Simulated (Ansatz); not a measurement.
## What a trial cell of Mo3H relaxes into

These are results of DFT PBE, scalar-relativistic, plane waves, PAW in Ansatz, not measurements. Cutoff 420 eV, Gaussian smearing, Γ-centred meshes. Cell and atoms relax first on a coarse mesh, the cell is then made exact in the group found at 0.06 to 0.08 Å, and last on a converged mesh; the steps can't lower the symmetry of their start. No spin polarisation.

The guess for Mo3H was proposed by analogy with related compounds (I-4m2, No. 119). Its size is a guess.

```yaml
crystal:
  lattice:
    - [-1.62355, 1.62355, 5.01916]
    - [1.62355, -1.62355, 5.01916]
    - [1.62355, 1.62355, -5.01916]
  atoms:
    - { symbol: H, position: [0.25000, 0.75000, 0.50000] }
    - { symbol: Mo, position: [0.66000, 0.66000, 0.00000] }
    - { symbol: Mo, position: [0.34000, 0.34000, 0.00000] }
    - { symbol: Mo, position: [0.00000, 0.00000, 0.00000] }
```

Formation energies are uncorrected and refer to the elements' standard structures at the same level (H₂ as a molecule).

Question: Describe the relaxed structure.

Answer: The symmetry stays I-4m2 (No. 119). The volume per atom shrinks by 4.7 %, from 13.2 to 12.6 Å³. The shortest distance goes from 1.86 Å (Mo–H) to 1.85 Å (Mo–H). Conventional cell: a = 3.228 Å, c = 9.684 Å. H is surrounded by 4 Mo at 1.85 Å and 4 Mo at 2.91 Å; around Mo on a site of symmetry 2mm lie 2 H at 1.85 Å, 9 Mo at 2.75–3.05 Å and 5 Mo at 3.23–3.32 Å; Mo on a site of symmetry -4m2 has 8 Mo at 2.75 Å, 4 H at 2.91 Å and 6 Mo at 3.23–3.32 Å.

```cif
data_structure
_symmetry_space_group_name_H-M 'I-4m2'
_symmetry_Int_Tables_number 119
_cell_length_a 3.2276
_cell_length_b 3.2276
_cell_length_c 9.6842
_cell_angle_alpha 90.000
_cell_angle_beta 90.000
_cell_angle_gamma 90.000
_cell_volume 100.88
loop_
_atom_site_label
_atom_site_type_symbol
_atom_site_symmetry_multiplicity
_atom_site_Wyckoff_symbol
_atom_site_fract_x
_atom_site_fract_y
_atom_site_fract_z
_atom_site_occupancy
H1 H 2 d 0.50000 0.00000 0.25000 1
Mo1 Mo 4 e 0.50000 0.50000 0.15765 1
Mo2 Mo 2 a 0.00000 0.00000 0.00000 1
```

Question: Give its energy and gap.

Answer: The formation energy is +0.15 eV/atom and the gap on the 16×16×16 mesh of the 4-atom cell is 0 eV (a metal).

The separate elements lie lower, so it is unstable against them.

The last run used Gaussian smearing of 0.10 eV. With hydrogen, zero-point motion can shift formation energies by some tens of meV/atom. A structure relaxed within its symmetry needn't be a true minimum. Another cell of the same search, in C2/m, lies 53 meV/atom lower, so this cell isn't the stable form at this level.
